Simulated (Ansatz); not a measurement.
**Bi in Ansatz: the effect of functional**

Crystal: Bi.

```
Bi
1.0
     2.28252    1.31781    3.96408
    -2.28252    1.31781    3.96408
     0.00000   -2.63562    3.96408
Bi
2
Cartesian
  0.0000 0.0000 9.1095
  0.0000 0.0000 2.7828
```

The cell isn't the ideal one: volume scaled by 1.02.

Alike in all runs:

- Program: Ansatz 0.2.0
- Task: single point
- Potentials or basis: Ansatz PAW
- k mesh: 7 × 7 × 7
- Occupations: fermi-dirac, width 0.05 eV
- Spin: no spin polarisation

| functional | cutoff | gap on the mesh (eV) | pressure (GPa) | largest force (eV/Å) |
| --- | --- | --- | --- | --- |
| LDA | 420 eV (not typed: the program's choice for these potentials) | 0.26 | -2.4 | 0.04 |
| PBEsol | 420 eV (not typed: the program's choice for these potentials) | ? | ? | ? |
| r2SCAN | 500 eV (not typed: the program's choice for these potentials) | 0.28 | 0.2 | 0.07 |

**Question.** What does the run with functional PBEsol give?

**Answer.** gap on the mesh 0.25 eV; pressure -1.3 GPa; largest force 0.04 eV/Å.

Caveats: odd divisions of the mesh miss points on the zone boundary, where band edges often lie, so the gap on the mesh can be too wide; spin-orbit coupling is left out, which as a rule narrows the gap of such compounds by several tenths of an eV; the PAW data sets come from PBE, with cores solved anew for the run's functional, which leaves a small shift of forces and pressure.

A k mesh can miss the band edges.
